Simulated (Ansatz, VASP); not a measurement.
## SiNi3: VASP beside Ansatz

```
Si Ni
1.0
     3.41649    0.00000    0.00000
     0.00000    3.41649    0.00000
     0.00000    0.00000    3.41649
Si Ni
1 3
Direct
  0.00000 0.00000 0.00000
  0.00000 0.50000 0.50000
  0.50000 0.00000 0.50000
  0.50000 0.50000 0.00000
```

Alike in both runs: functional PBE; k mesh 12 × 12 × 12; occupations gaussian, width 0.1 eV; no spin polarisation.

Ansatz relaxed the structure, and its values are those at the end. VASP's run is a single point on that final structure, the one shown.

```csv
,VASP,Ansatz
version,VASP 6.6.1,Ansatz 0.2.0
potentials or method,"VASP PAW PBE potentials, release 64 (Si, Ni)","scalar-relativistic, plane waves, PAW"
plane-wave cutoff (eV),520,420
valence electrons in the cell,34,58
```

Ansatz gave:

```
gap on the k mesh at the Fermi level (eV) : none
pressure (GPa)                            : 20.0
```

Question: Which values does VASP return?

Answer: gap on the k mesh at the Fermi level (eV): none; pressure (GPa): 19.8.

A gap of «none» marks a metal or a gap that the smearing closes. The two sets of potentials don't hold the same shells in valence.

Caveats: so large a pressure means that the cell lies far from this level's equilibrium, or that cutoff or potentials fall short (VASP). Spin polarisation is off, so any magnetic state and its effect on volume and gap are missing.
